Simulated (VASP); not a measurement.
# Te2Mo in VASP: relaxation of cell and atoms with PBE+D3(BJ)

Aim: the relaxation of cell and atoms of Te2Mo with PBE+D3(BJ).

All numbers are computed with VASP 6.6.1; they aren't measurements. Logs are shortened: lines on timing, memory, paths and dates and some standing lists are left out, and cuts for length are marked.

## (1) Starting point

The cell holds a slab with vacuum, 9 atoms: a = 3.498 Å, b = 3.498 Å, c = 35.579 Å, α = 90.00°, β = 90.00°, γ = 120.00°.

## (2) Relaxation of cell and atoms, PBE+D3(BJ)

File INCAR:

```
SYSTEM = Te2Mo
PREC = Accurate
ENCUT = 600
EDIFF = 1E-7
ISMEAR = 0
SIGMA = 0.03
LREAL = .False.
LASPH = .True.
NELM = 80
ALGO = Normal
ISIF = 3
LWAVE = .False.
LCHARG = .False.
GGA = PE
IVDW = 12
IBRION = 2
NSW = 90
EDIFFG = -0.005
LATTICE_CONSTRAINTS = .TRUE. .TRUE. .FALSE.
KPAR = 4
```

File KPOINTS:

```
Automatic mesh
0
Gamma
  12 12 1
  0 0 0
```

File POSCAR:

```
Te2Mo                                   
1.0
    3.4977899111     -0.0000000000      0.0000000000
   -1.7488949555      3.0291749244      0.0000000000
    0.0000000000      0.0000000000     35.5787888000
  Te              Mo            
     6     3
Direct
     0.3333333300000021    0.6666666699999979    0.2564310717282811
     0.3333333300000021    0.6666666699999979    0.3586828219585005
     0.6666666699999979    0.3333333300000021    0.4489076422626939
     0.6666666699999979    0.3333333300000021    0.5510923577373058
     0.3333333300000021    0.6666666699999979    0.6413171780414996
     0.3333333300000021    0.6666666699999979    0.7435689282717189
     0.6666666699999979    0.3333333300000021    0.3075384261460953
     0.3333333300000021    0.6666666699999979    0.5000000000000000
     0.6666666699999979    0.3333333300000021    0.6924615738539045
```

Potentials or basis: VASP PAW PBE potentials, release 64 (Te, Mo_sv).

The run is started by

```console
$ cat potpaw_PBE.64/Te/POTCAR potpaw_PBE.64/Mo_sv/POTCAR > POTCAR
$ mpirun -np 4 vasp_std > vasp.out
```

OUTCAR:

```text
SYSTEM = Te2Mo
   PREC = Accurate
   ENCUT = 600
   EDIFF = 1E-7
   ISMEAR = 0
   LREAL = .False.
   LASPH = .True.
   NELM = 80
   ISIF = 3
   GGA = PE
   IVDW = 12
   IBRION = 2
   NSW = 90
   EDIFFG = -0.005
 IVDW          = 12

 ion  position               nearest neighbor table
   1  0.333  0.667  0.256-   7 2.72   7 2.72   7 2.72   2 3.64
   2  0.333  0.667  0.359-   7 2.72   7 2.72   7 2.72   1 3.64
   3  0.667  0.333  0.449-   8 2.72   8 2.72   8 2.72   4 3.64
   4  0.667  0.333  0.551-   8 2.72   8 2.72   8 2.72   3 3.64
   5  0.333  0.667  0.641-   9 2.72   9 2.72   9 2.72   6 3.64
   6  0.333  0.667  0.744-   9 2.72   9 2.72   9 2.72   5 3.64
   7  0.667  0.333  0.308-   1 2.72   1 2.72   1 2.72   2 2.72   2 2.72   2 2.72
   8  0.333  0.667  0.500-   3 2.72   4 2.72   3 2.72   4 2.72   3 2.72   4 2.72
   9  0.667  0.333  0.692-   6 2.72   6 2.72   6 2.72   5 2.72   5 2.72   5 2.72

  LATTYP: Found a hexagonal cell.
 ALAT       =     3.4977899111
 C/A-ratio  =    10.1717912466

  Lattice vectors:

 A1 = (   3.4977899111,   0.0000000000,   0.0000000000)
 A2 = (  -1.7488949555,   3.0291749244,   0.0000000000)
 A3 = (   0.0000000000,   0.0000000000,  35.5787888000)

Analysis of symmetry for initial positions (statically):
=====================================================================
 Subroutine PRICEL returns:
 Original cell was already a primitive cell.

 Routine SETGRP: Setting up the symmetry group for a
 hexagonal supercell.

 Subroutine GETGRP returns: Found 12 space group operations
 (whereof 12 operations were pure point group operations)
 out of a pool of 24 trial point group operations.

The static configuration has the point symmetry D_3h.

Analysis of symmetry for dynamics (positions and initial velocities):
=====================================================================
 Subroutine PRICEL returns:
 Original cell was already a primitive cell.

 Routine SETGRP: Setting up the symmetry group for a
 hexagonal supercell.

 Subroutine GETGRP returns: Found 12 space group operations
 (whereof 12 operations were pure point group operations)
 out of a pool of 24 trial point group operations.

The dynamic configuration has the point symmetry D_3h.

 Subroutine INISYM returns: Found 12 space group operations
 (whereof 12 operations are pure point group operations),
 and found     1 'primitive' translations

----------------------------------------------------------------------------------------

                                     Primitive cell

  volume of cell :     376.9721

  direct lattice vectors                    reciprocal lattice vectors
     3.497789911  0.000000000  0.000000000     0.285894815  0.165061448  0.000000000
    -1.748894955  3.029174924  0.000000000     0.000000000  0.330122896  0.000000000
[... 76 lines left out ...]
   number of dos      NEDOS =    301   number of ions     NIONS =      9
   total plane-waves  NPLWV = 225792
   dimension x,y,z NGX =    28 NGY =   28 NGZ =  288
   dimension x,y,z NGXF=    56 NGYF=   56 NGZF=  576
   ions per type =               6   3
   NGX,Y,Z   is equivalent  to a cutoff of  13.31, 13.31, 13.46 a.u.
   NGXF,Y,Z  is equivalent  to a cutoff of  26.62, 26.62, 26.91 a.u.
 SYSTEM =  Te2Mo
   PREC   = accura    normal or accurate (medium, high low for compatibility)
   ISTART =      0    job   : 0-new  1-cont  2-samecut
   ICHARG =      2    charge: 1-file 2-atom 10-const
   ISPIN  =      1    spin polarized calculation?
   LNONCOLLINEAR =      F non collinear calculations
   LSORBIT =      F    spin-orbit coupling
   LASPH  =      T    aspherical Exc in radial PAW
   ENCUT  =  600.0 eV  44.10 Ry    6.64 a.u.   6.99  6.99 71.06*2*pi/ulx,y,z
   NELM   =     80;   NELMIN=  2; NELMDL= -5     # of ELM steps
   EDIFF  = 0.1E-06   stopping-criterion for ELM
   LREAL  =      F    real-space projection
   EDIFFG = -.5E-02   stopping-criterion for IOM
   NSW    =     90    number of steps for IOM
   IBRION =      2    ionic relax: 0-MD 1-quasi-New 2-CG
   NFREE  =      1    steps in history (QN), initial steepest desc. (CG)
   ISIF   =      3    stress and relaxation
   ISYM   =      2    0-nonsym 1-usesym 2-fastsym
   POTIM  = 0.5000    time-step for ionic-motion
   TEBEG  =    0.0;   TEEND  =   0.0 temperature during run
   PSTRESS=    0.0 pullay stress
   NELECT =      78.0000    total number of electrons
   NUPDOWN=      -1.0000    fix difference up-down
   EMIN   =  10.00;   EMAX   =-10.00  energy-range for DOS
   EFERMI =   0.00;   METHOD = LEGACY
   ISMEAR =     0;   SIGMA  =   0.03  broadening in eV -4-tet -1-fermi 0-gaus
   EFERMI_NEDOS =   21; number of points for ismear=-14 and -15
   IALGO  =     38    algorithm
   IMIX   =      4    mixing-type and parameters
     AMIX     =   0.40;   BMIX     =  1.00
     AMIX_MAG =   1.60;   BMIX_MAG =  1.00
  volume/ion in A,a.u.               =      41.89       282.66
  Fermi-wavevector in a.u.,A,eV,Ry     =   0.968285  1.829794 12.756499  0.937576
  Thomas-Fermi vector in A             =   2.098242
   LORBIT       =      0    0 simple, 1 ext, 2 COOP (PROOUT), +10 PAW based schemes
   GGA     = PE    functional components
   LHFCALC =     F    Hartree Fock is set to
   AEXX    =    0.0000 exact exchange contribution
   IVDW    =    12    specifies the selected vdW correction
   LEPSILON=     F    determine dielectric tensor
   LRPA    =     F    only Hartree local field effects (RPA)
 conjugate gradient relaxation of ions
 non-spin polarized calculation
 Gauss-broadening in eV      SIGMA  =   0.03
  energy-cutoff  :      600.00
  volume of cell :      376.97
 maximum number of plane-waves:     12657
 NGX is ok and might be reduce to    28
   NGX = 13   NGY = 13   NGZ =143

--------------------------------------- Ionic step        1  -------------------------------------------

 number of electron      78.0000000 magnetization

 Free energy of the ion-electron system (eV)
  ---------------------------------------------------
  ext. energy  EPLUGINS =         0.00000000
  ---------------------------------------------------
  free energy    TOTEN  =       -53.91495823 eV

  energy without entropy =      -53.91495823  energy(sigma->0) =      -53.91495823

------------------------ aborting loop because EDIFF is reached ----------------------------------------

 Edisp (eV)   -4.51282

 E8    (eV) :    -2.1165
[... 85 lines left out ...]
--------------------------------------- Ionic step        3  -------------------------------------------

 number of electron      78.0000000 magnetization

 Free energy of the ion-electron system (eV)
  ---------------------------------------------------
  ext. energy  EPLUGINS =         0.00000000
  ---------------------------------------------------
  free energy    TOTEN  =       -53.91432282 eV

  energy without entropy =      -53.91432282  energy(sigma->0) =      -53.91432282

 E-fermi :   3.3206     XC(G=0):  -6.4796

 val. band max:        3.0108796108   @ k =   0.0000   0.0000   0.0000
 cond. band min:       3.7786875183   @ k =   0.2500   0.1667   0.0000
 fundamental gap:      0.7678079076
 Fermi energy:         3.3206076722

 k-point     1 :       0.0000    0.0000    0.0000
  band No.  band energies     occupation
      1     -57.8299      2.00000
      2     -57.8276      2.00000
      3     -57.8276      2.00000
      4     -32.0065      2.00000
      5     -32.0064      2.00000
      6     -32.0063      2.00000
[... 960 lines left out ...]
  FREE ENERGIE OF THE ION-ELECTRON SYSTEM (eV)
  ---------------------------------------------------
  free  energy   TOTEN  =       -58.4277811544 eV

  energy  without entropy=      -58.4277811544  energy(sigma->0) =      -58.42778115

 reached required accuracy - stopping structural energy minimisation
```

OSZICAR:

```text
N       E                     dE             d eps       ncg     rms          rms(c)
DAV:   1     0.685159779744E+03    0.68516E+03   -0.41497E+04  2156   0.159E+03
DAV:   2    -0.646690283640E+01   -0.69163E+03   -0.67746E+03  2186   0.343E+02
DAV:   3    -0.535472291426E+02   -0.47080E+02   -0.45814E+02  2178   0.763E+01
[... 43 lines left out ...]
DAV:   4    -0.539143232886E+02    0.18622E-06   -0.42905E-07  1808   0.272E-03    0.199E-03
DAV:   5    -0.539143231010E+02    0.18758E-06   -0.51403E-07  1642   0.300E-03    0.130E-03
DAV:   6    -0.539143229763E+02    0.12480E-06   -0.43510E-08  1024   0.106E-03    0.817E-04
DAV:   7    -0.539143228247E+02    0.15155E-06   -0.23383E-08  1000   0.715E-04    0.242E-04
DAV:   8    -0.539143228181E+02    0.66175E-08   -0.60822E-09  1000   0.359E-04
   3 F= -.58427781E+02 E0= -.58427781E+02  d E =-.585338E-05
```

CONTCAR:

```text
Te2Mo
   1.00000000000000
     3.4975412647349273   -0.0000000000000041    0.0000000000000000
    -1.7487706323174708    3.0289595903303765    0.0000000000000000
     0.0000000000000000    0.0000000000000000   35.5787887999999981
  Te              Mo
     6     3
Direct
     0.3333333300000021    0.6666666699999979    0.2564338715379016
     0.3333333300000021    0.6666666699999979    0.3586867255375795
     0.6666666699999979    0.3333333300000021    0.4489105478257184
     0.6666666699999979    0.3333333300000021    0.5510894521742816
     0.3333333300000021    0.6666666699999979    0.6413132744624205
     0.3333333300000021    0.6666666699999979    0.7435661284620985
     0.6666666699999979    0.3333333300000021    0.3075295093185085
     0.3333333300000021    0.6666666699999979    0.5000000000000000
     0.6666666699999979    0.3333333300000021    0.6924704906814915

  0.00000000E+00  0.00000000E+00  0.00000000E+00
  0.00000000E+00  0.00000000E+00  0.00000000E+00
  0.00000000E+00  0.00000000E+00  0.00000000E+00
  0.00000000E+00  0.00000000E+00  0.00000000E+00
  0.00000000E+00  0.00000000E+00  0.00000000E+00
  0.00000000E+00  0.00000000E+00  0.00000000E+00
  0.00000000E+00  0.00000000E+00  0.00000000E+00
  0.00000000E+00  0.00000000E+00  0.00000000E+00
  0.00000000E+00  0.00000000E+00  0.00000000E+00
```

Wall time 4.7 min (4 MPI ranks of Intel Xeon 6975P-C (Granite Rapids), shared host); peak memory 0.74 GiB.

Results:

```yaml
Free_energy: -58.4278 eV
Relaxed_volume: 41.88 Å³/atom
Relaxed_cell: a = 3.498 Å, b = 3.498 Å, c = 35.579 Å, α = 90.00°, β = 90.00°, γ = 120.00°
Space_group_after_relaxing_to_0.05_Å: P-6m2 (No. 187)
Energy_gained_by_relaxing: 0.0 meV/atom
Ionic_steps: 3
Band_gap_on_the_k_mesh: 0.77 eV, indirect (least direct gap 1.12 eV)
Dispersion_energy_per_atom: -0.501 eV
```

Forces in eV/Å, atoms in the order of the input:
```
Te   0.000  0.000 -0.003
Te   0.000  0.000  0.000
Te   0.000  0.000  0.000
Te   0.000  0.000  0.000
Te   0.000  0.000  0.000
Te   0.000  0.000  0.003
Mo   0.000  0.000  0.000
Mo   0.000  0.000  0.000
Mo   0.000  0.000  0.000
```

Final structure:
```yaml
crystal:
  lattice:
    - [3.49754, 0.00000, 0.00000]
    - [-1.74877, 3.02896, 0.00000]
    - [0.00000, 0.00000, 35.57879]
  atoms:
    - { symbol: Te, position: [0.33333, 0.66667, 0.25643] }
    - { symbol: Te, position: [0.33333, 0.66667, 0.35869] }
    - { symbol: Te, position: [0.66667, 0.33333, 0.44891] }
    - { symbol: Te, position: [0.66667, 0.33333, 0.55109] }
    - { symbol: Te, position: [0.33333, 0.66667, 0.64131] }
    - { symbol: Te, position: [0.33333, 0.66667, 0.74357] }
    - { symbol: Mo, position: [0.66667, 0.33333, 0.30753] }
    - { symbol: Mo, position: [0.33333, 0.66667, 0.50000] }
    - { symbol: Mo, position: [0.66667, 0.33333, 0.69247] }
```

Levels at points of the mesh, in eV from the valence-band top:
```
           k point  band 37  band 38  band 39  band 40  band 41  band 42
(0.00, 0.00, 0.00)    -0.98    -0.07     0.00     2.90     2.90     2.96
(0.50, 0.00, 0.00)    -0.57    -0.41    -0.29     1.29     1.32     1.34
```

Caveat: spin-orbit coupling is left out, which moves the levels of the heavy elements. PBE gaps usually lie below the measured ones, often by a third to a half.
